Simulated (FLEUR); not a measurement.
# TiSi2 (Fddd) in FLEUR: a series of runs

One crystal, TiSi2, is run at these levels: PBE; tasks: single point.

All numbers are computed with FLEUR MaX-R8.1 (later development tree); they aren't measurements. Logs are shortened: lines on timing, memory, paths and dates and some standing lists are left out, and cuts for length are marked.

**1. The structure**

The structure is orthorhombic, space group Fddd (No. 70). The conventional cell has a = 4.779 Å, b = 8.235 Å, c = 8.526 Å, α = 90.00°, β = 90.00°, γ = 90.00°. Ti (site symmetry 222) has 10 Si at 2.55 to 2.78 Å as nearest neighbours. Si (site symmetry 2) is surrounded by 5 Si at 2.52 to 2.79 Å and 5 Ti at 2.55 to 2.78 Å.

The cell is a database's computed one.

**2. Single point, PBE**

File inp.xml:

```xml
<?xml version="1.0" encoding="UTF-8" standalone="no"?>
<fleurInput fleurInputVersion="0.39">
   <comment>
      TiSi2                                                                                               
   </comment>
   <calculationSetup>
      <cutoffs Kmax="4.54" Gmax="14.1" GmaxXC="14.1" numbands="0"/>
      <scfLoop itmax="60" minDistance="0.00001" maxIterBroyd="15" imix="Anderson" alpha="0.05" precondParam="0.0" spinf="2.0" sdNocoIR="T"/>
      <coreElectrons ctail="T" frcor="F" kcrel="0" coretail_lmax="0"/>
      <xcFunctional name="pbe" relativisticCorrections="F"/>
      <magnetism jspins="1"/>
      <soc l_soc="F" theta="0.0" phi="0.0" spav="F"/>
      <expertModes spex="0" secvar="F"/>
      <geometryOptimization l_f="T" forcealpha="1.0" forcemix="BFGS" epsdisp="0.0005" epsforce="0.0002"/>
      <ldaU l_linMix="F" mixParam="0.05" spinf="1.0"/>
   </calculationSetup>
   <cell>
      <bzIntegration valenceElectrons="72.0" mode="hist" fermiSmearingEnergy="0.00183747">
         <kPointListSelection listName="default-1"/>
         <!-- k-points included here -->
         <xi:include xmlns:xi="http://www.w3.org/2001/XInclude" href="kpts.xml"> </xi:include>
      </bzIntegration>
      <!-- symmetry operations included here -->
      <xi:include xmlns:xi="http://www.w3.org/2001/XInclude" href="sym.xml"> </xi:include>
      <bulkLattice scale="1.0">
         <bravaisMatrix>
            <row-1>    0.0000000000000000     7.7809781324816045     8.0557094060561703</row-1>
            <row-2>    4.5155231641398483     0.0000000000000000     8.0557094060561703</row-2>
            <row-3>    4.5155231641398483     7.7809781324816045     0.0000000000000000</row-3>
         </bravaisMatrix>
      </bulkLattice>
   </cell>
   <atomSpecies>
      <species name="Titanium (Ti)" element="Ti" atomicNumber="22">
[... 18 lines left out ...]
         <electronConfig flipSpins="F">
            <coreConfig>(1s1/2)</coreConfig>
            <valenceConfig>(2s1/2) (2p1/2) (2p3/2) (3s1/2) (3p1/2) (3p3/2)</valenceConfig>
            <stateOccupation state="(3p1/2)" spinUp="0.333333" spinDown="0.333333"/>
            <stateOccupation state="(3p3/2)" spinUp="0.666667" spinDown="0.666667"/>
         </electronConfig>
         <energyParameters s="3" p="3" d="3" f="4"/>
         <lo type="SCLO" l="0" n="2" eDeriv="0"/>
         <lo type="SCLO" l="1" n="2" eDeriv="0"/>
         <lo type="SCLO" l="2" n="3" eDeriv="2"/>
         <lo type="SCLO" l="3" n="4" eDeriv="2"/>
      </species>
   </atomSpecies>
   <atomGroups>
      <atomGroup species="Titanium (Ti)">
         <relPos label="                   1">-3.000/8.000 -3.000/8.000 -3.000/8.000</relPos>
         <relPos label="                   2">3.000/8.000 3.000/8.000 3.000/8.000</relPos>
         <force calculate="T" relaxXYZ="TTT"/>
      </atomGroup>
      <atomGroup species="Silicon (Si)">
         <relPos label="                   3">.2875656100 -.0375656100 .2875656100</relPos>
         <relPos label="                   4">-.0375656100 .2875656100 -.0375656100</relPos>
         <relPos label="                   5">.0375656100 -.2875656100 .0375656100</relPos>
         <relPos label="                   6">-.2875656100 .0375656100 -.2875656100</relPos>
         <force calculate="T" relaxXYZ="TTT"/>
      </atomGroup>
   </atomGroups>
   <output dos="F" band="F" slice="F">
      <checks vchk="F" cdinf="F"/>
      <bandDOS minEnergy="-.5*Htr" maxEnergy="0.5*Htr" sigma="0.015" storeEVData="T"/>
      <vacuumDOS vacdos="F" integ="F" star="F" nstars="0" locx1="0.0" locy1="0.0" locx2="0.0" locy2="0.0" nstm="0" tworkf="0.0"/>
      <unfoldingBand unfoldBand="F" supercellX="1" supercellY="1" supercellZ="1"/>
      <plotting iplot="0" polar="F">
         <plot TwoD="T" vec1="  1.0  0.0  0.0" vec2="  0.0  1.0  0.0" vec3="  0.0  0.0  1.0" zero="  0.0  0.0  0.0" file="plot"/>
      </plotting>
      <chargeDensitySlicing numkpt="0" minEigenval="0.0" maxEigenval="0.0" nnne="0" pallst="F"/>
      <specialOutput eonly="F"/>
      <moessbauerParams electricFieldGradient="T" isomerShift="T" coreHyperfine="T" valenceHyperfine="T"/>
      <magneticCircularDichroism mcd="F" energyLo="-10.0" energyUp="0.0"/>
   </output>
  <!-- We include the file relax.xml here to enable relaxations (see documentation) -->
  <xi:include xmlns:xi="http://www.w3.org/2001/XInclude" href="relax.xml"> <xi:fallback/> </xi:include>
</fleurInput>
```

File crystal.txt:

```
TiSi2
&input cartesian=F /
0.0000000000  4.1175163063  4.2628978354
2.3895119538  0.0000000000  4.2628978354
2.3895119538  4.1175163063  0.0000000000
1.8897261246
1.0 1.0 1.0

6
22 0.7500000000  0.7500000000  0.7500000000
22 0.5000000000  0.5000000000  0.5000000000
14 0.4125656100  0.0874343900  0.4125656100
14 0.0874343900  0.4125656100  0.0874343900
14 0.1625656100  0.8374343900  0.1625656100
14 0.8374343900  0.1625656100  0.8374343900

&kpt div1=7 div2=7 div3=7 gamma=T /
```

Potentials or basis: all-electron, FLAPW.

Launch:

```bash
$ inpgen -f crystal.txt -profile fastHighL
$ # inp.xml edited to the form shown
$ mpirun -n 4 fleur_MPI -pe_per_kpt 1
```

The program printed:

```text
Welcome to FLEUR        (www.flapw.de)
      MaX-Release 8.1          (www.max-centre.eu)

 ========== k-point set info ==========
 Selected k-point list: default-1
 k-point list type: mesh
 7 x 7 x 7
 Number of k points: 64

 ------------Calculation Setup---------------------------
 Number of MPI-tasks      :            4
 Number of PE/node        :            4
 Number of OMP-threads    :            1
 Using exactly            1  PE per kpt
 k-points in parallel     :            4
 Using exactly            1  PE per kpt
 Using exactly            1  PE per kpt
 Using exactly            1  PE per kpt
 pe's per k-point         :            1
 No of k-point loops      :           16
 Eigenvalue solver        :       lapack
 Number of basis functions:         1125
 Approximate size of matrices (H+S) per k-point:         0.019 GB
 --------------------------------------------------------
 Iteration:     1   Distance:       5.92347667 me/bohr^3
 Iteration:     2   Distance:       5.52761406 me/bohr^3
 Iteration:     3   Distance:       1.83625864 me/bohr^3
 Iteration:     4   Distance:       0.51225973 me/bohr^3
 Iteration:     5   Distance:       0.31280281 me/bohr^3
 Iteration:     6   Distance:       0.20212522 me/bohr^3
 Iteration:     7   Distance:       0.06185778 me/bohr^3
 Iteration:     8   Distance:       0.04404460 me/bohr^3
 Iteration:     9   Distance:       0.00580547 me/bohr^3
 Iteration:    10   Distance:       0.00282939 me/bohr^3
 Iteration:    11   Distance:       0.00119191 me/bohr^3
 Iteration:    12   Distance:       0.00008834 me/bohr^3
 Iteration:    13   Distance:       0.00015190 me/bohr^3
 Iteration:    14   Distance:       0.00001073 me/bohr^3
 Iteration:    15   Distance:       0.00000617 me/bohr^3

 Reset of history

 ********************************************************************
 Run finished successfully
 Stop message:
   Structural relaxation: new displacements generated
 ********************************************************************
```

Run time: 3.3 min. Hardware: 4 MPI ranks of Arm Neoverse V2, shared host.

What came out:

* Free energy: -78039.6076 eV
* Largest force: 0.019 eV/Å
* Band gap on the k mesh: none (metal or under the smearing width)
* Valence electrons inside the program's atomic spheres: Ti 10.09; Si 10.17 (radii Ti 2.21, Si 2.16 bohr)

Forces on the atoms (eV/Å):
```
Ti   0.000  0.000  0.000
Ti   0.000  0.000  0.000
Si   0.000  0.019  0.000
Si   0.000 -0.019  0.000
Si   0.000  0.019  0.000
Si   0.000 -0.019  0.000
```

Core levels (eV from the Fermi level):
```csv
atom,levels
1 Ti,"1s1/2 -4861.6, 2s1/2 -530.5, 2p1/2 -441.7, 2p3/2 -435.9"
2 Ti,"1s1/2 -4861.6, 2s1/2 -530.5, 2p1/2 -441.7, 2p3/2 -435.9"
3 Si,1s1/2 -1780.2
4 Si,1s1/2 -1780.2
5 Si,1s1/2 -1780.2
6 Si,1s1/2 -1780.2
```

**3. Single point, PBE (atoms moved at random, drawn with an rms of 0.05 Å)**

Changes to inp.xml since step 2:

```diff
@@ -34,3 +34,3 @@
       <species name="Titanium (Ti)" element="Ti" atomicNumber="22">
-         <mtSphere radius="2.21" gridPoints="745" logIncrement="0.016"/>
+         <mtSphere radius="2.21" gridPoints="721" logIncrement="0.017"/>
          <atomicCutoffs lmax="9" lnonsphr="9"/>
@@ -50,3 +50,3 @@
       <species name="Silicon (Si)" element="Si" atomicNumber="14">
-         <mtSphere radius="2.16" gridPoints="731" logIncrement="0.016"/>
+         <mtSphere radius="2.16" gridPoints="717" logIncrement="0.016"/>
          <atomicCutoffs lmax="9" lnonsphr="9"/>
@@ -67,4 +67,7 @@
       <atomGroup species="Titanium (Ti)">
-         <relPos label="                   1">-3.000/8.000 -3.000/8.000 -3.000/8.000</relPos>
-         <relPos label="                   2">3.000/8.000 3.000/8.000 3.000/8.000</relPos>
+         <relPos label="                   1">-.2701910000 -.2339920000 -.2454840000</relPos>
+         <force calculate="T" relaxXYZ="TTT"/>
+      </atomGroup>
+      <atomGroup species="Titanium (Ti)">
+         <relPos label="                   2">-.4901920000 .4938000000 .4881250000</relPos>
          <force calculate="T" relaxXYZ="TTT"/>
@@ -72,6 +75,15 @@
       <atomGroup species="Silicon (Si)">
-         <relPos label="                   3">.2875656100 -.0375656100 .2875656100</relPos>
-         <relPos label="                   4">-.0375656100 .2875656100 -.0375656100</relPos>
-         <relPos label="                   5">.0375656100 -.2875656100 .0375656100</relPos>
-         <relPos label="                   6">-.2875656100 .0375656100 -.2875656100</relPos>
+         <relPos label="                   3">.4119000000 .0886290000 .4012170000</relPos>
+         <force calculate="T" relaxXYZ="TTT"/>
+      </atomGroup>
+      <atomGroup species="Silicon (Si)">
+         <relPos label="                   4">.0879200000 .4158410000 .0890560000</relPos>
+         <force calculate="T" relaxXYZ="TTT"/>
+      </atomGroup>
+      <atomGroup species="Silicon (Si)">
+         <relPos label="                   5">.1552350000 -.1461460000 .1646180000</relPos>
+         <force calculate="T" relaxXYZ="TTT"/>
+      </atomGroup>
+      <atomGroup species="Silicon (Si)">
+         <relPos label="                   6">-.1473630000 .1494690000 -.1724180000</relPos>
          <force calculate="T" relaxXYZ="TTT"/>
```

File crystal.txt:

```
TiSi2
&input cartesian=F /
0.0000000000  4.1175163063  4.2628978354
2.3895119538  0.0000000000  4.2628978354
2.3895119538  4.1175163063  0.0000000000
1.8897261246
1.0 1.0 1.0

6
22 0.7298090000  0.7660080000  0.7545160000
22 0.5098080000  0.4938000000  0.4881250000
14 0.4119000000  0.0886290000  0.4012170000
14 0.0879200000  0.4158410000  0.0890560000
14 0.1552350000  0.8538540000  0.1646180000
14 0.8526370000  0.1494690000  0.8275820000

&kpt div1=7 div2=7 div3=7 gamma=T /
```

Potentials or basis: all-electron, FLAPW.

Launch:

```bash
$ inpgen -f crystal.txt -profile fastHighL
$ # inp.xml edited to the form shown
$ mpirun -n 4 fleur_MPI -pe_per_kpt 1
```

Wall time 38 min (4 MPI ranks of Arm Neoverse V2, shared host).

Results (log left out):

- Free energy: -78039.5169 eV
- Largest force: 1.099 eV/Å
- Band gap on the k mesh: none (metal or under the smearing width)
- Valence electrons inside the program's atomic spheres: Ti 10.09; Si 10.18, 10.19 (radii Ti 2.21, Si 2.16 bohr)

Forces on the atoms (eV/Å):
```
Ti  -0.944  0.466  0.315
Ti   0.609 -0.106 -0.214
Si   0.195  0.146  0.113
Si   0.048 -0.300  0.302
Si  -0.274  0.035 -0.568
Si   0.366 -0.242  0.053
```

Levels at points of the mesh, in eV from the Fermi level:
```tsv
k point	band 34	band 35	band 36	band 37	band 38	band 39
(0.00, 0.00, 0.00)	-2.14	-1.84	-1.22	-0.93	2.12	3.07
```

Core levels (eV from the Fermi level):
```csv
atom,levels
1 Ti,"1s1/2 -4861.6, 2s1/2 -530.5, 2p1/2 -441.7, 2p3/2 -435.9"
2 Ti,"1s1/2 -4861.7, 2s1/2 -530.5, 2p1/2 -441.7, 2p3/2 -435.9"
3 Si,1s1/2 -1780.2
4 Si,1s1/2 -1780.2
5 Si,1s1/2 -1780.1
6 Si,1s1/2 -1780.2
```
